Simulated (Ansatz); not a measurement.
LaAlO3 (R-3c-perovskite type, space group R-3c)

```xyz
10
Lattice="2.7066 1.5626 4.3978 -2.7066 1.5626 4.3978 0.0000 -3.1253 4.3978" Properties=species:S:1:pos:R:3 pbc="T T T"
La     0.0000     0.0000     3.2984
La     0.0000     0.0000     9.8951
Al     0.0000     0.0000     0.0000
Al     0.0000     0.0000     6.5967
O      0.2106     1.5626     7.6962
O     -1.4586    -0.5989     7.6962
O      1.2480    -0.9637     7.6962
O     -0.2106    -1.5626     5.4973
O      1.4586     0.5989     5.4973
O     -1.2480     0.9637     5.4973
```

The slice is a (-1 0 1 2) plane (indices of the conventional cell) through the point (0.000, 0.000, 0.000) (fractional), spanned by u = [100] and v = [0 1 -1] in vectors of this cell: u (5.40 Å) and v (5.41 Å, at 90° to u). It covers one period; positions are fractions (u, v).

Level of theory: PBE (plane waves to 420 eV, PAW, scalar-relativistic; Ansatz, a quantum-chemistry and plane-wave program). k mesh 8×8×8. Near the nuclei the fields are pseudised (PAW); where an atom keeps semicore shells as valence, they peak there. LaAlO3 is run without spin polarisation. LaAlO3 was relaxed with its symmetry unable to fall.

Three fields on this plane, each scaled to ten steps between its own extremes (0 low, 9 high; the total valence density on a logarithmic scale, the potential cut 8 eV below its top; x marks points blanked near nuclei; v = 0 in the bottom row):

Map A
```
|xxxx00111100000000000xxx|
|xxx0124664200000112110xx|
|xx013xxxx94100014675310x|
|0013xxxxxx6200149xxxx310|
|0026xxxxxx720016xxxxxx30|
|0027xxxxxx510027xxxxxx51|
|0016xxxxxx300026xxxxxx72|
|00149xxxx3100013xxxxxx62|
|00014675310xxx013xxxx941|
|0000112110xxxxx012466420|
|000000000xxxxxxx00111100|
|000000000xxxxxxx00000000|
|000111100xxxxxxx00000000|
|0024664210xxxxx011211000|
|0149xxxx310xxx0135764100|
|026xxxxxx3100013xxxx9410|
|027xxxxxx620003xxxxxx610|
|015xxxxxx720015xxxxxx720|
|003xxxxxx610027xxxxxx620|
|0013xxxx9410026xxxxxx310|
|xx01357641000149xxxx310x|
|xxx0112110000024664210xx|
|xxxx00000000000111100xxx|
|xxxx00000000000000000xxx|
```

Map B
```
|xxxx00001358986421000xxx|
|xxx0000002356653210000xx|
|xx000xxxx02344421100000x|
|0000xxxxxx0122211xxxx000|
|0000xxxxxx001111xxxxxx00|
|0000xxxxxx000000xxxxxx00|
|1111xxxxxx000000xxxxxx00|
|22211xxxx0000000xxxxxx01|
|44421100000xxx000xxxx023|
|6653210000xxxxx000000235|
|986421000xxxxxxx00001358|
|996421000xxxxxxx00012469|
|985310000xxxxxxx00012468|
|6532000000xxxxx000012356|
|4320xxxx000xxx0000011244|
|210xxxxxx0000000xxxx1122|
|100xxxxxx000000xxxxxx111|
|000xxxxxx000000xxxxxx000|
|000xxxxxx111100xxxxxx000|
|0000xxxx1122210xxxxxx000|
|xx00000112444320xxxx000x|
|xxx0000123566532000000xx|
|xxxx00012468985310000xxx|
|xxxx00012469996421000xxx|
```

Map C
```
|xxxx56655321000123444xxx|
|xxx6789986421012456665xx|
|xx579xxxx96321246899976x|
|4469xxxxxx8522469xxxx975|
|4469xxxxxx953358xxxxxx86|
|4469xxxxxx964469xxxxxx96|
|3358xxxxxx864469xxxxxx95|
|22469xxxx9754469xxxxxx85|
|21246899976xxx579xxxx963|
|1012456665xxxxx678998642|
|000123444xxxxxxx56655321|
|001223444xxxxxxx44432210|
|012355665xxxxxxx44432100|
|1246899876xxxxx566654210|
|2369xxxx975xxx6799986421|
|258xxxxxx9644579xxxx9642|
|359xxxxxx964468xxxxxx853|
|469xxxxxx964469xxxxxx964|
|468xxxxxx853359xxxxxx964|
|4579xxxx9642258xxxxxx964|
|xx67999864212369xxxx975x|
|xxx5666542101246899876xx|
|xxxx44432100012355665xxx|
|xxxx44432210001223444xxx|
```

**Question.** Assign the maps to these fields: density of the lowest conduction band (whole band as if filled, smooth part); density of the highest valence band (whole band, smooth part); valence electron density.

**Answer.** A is the density of the highest valence band (whole band, smooth part); B is the density of the lowest conduction band (whole band as if filled, smooth part); C is the valence electron density.
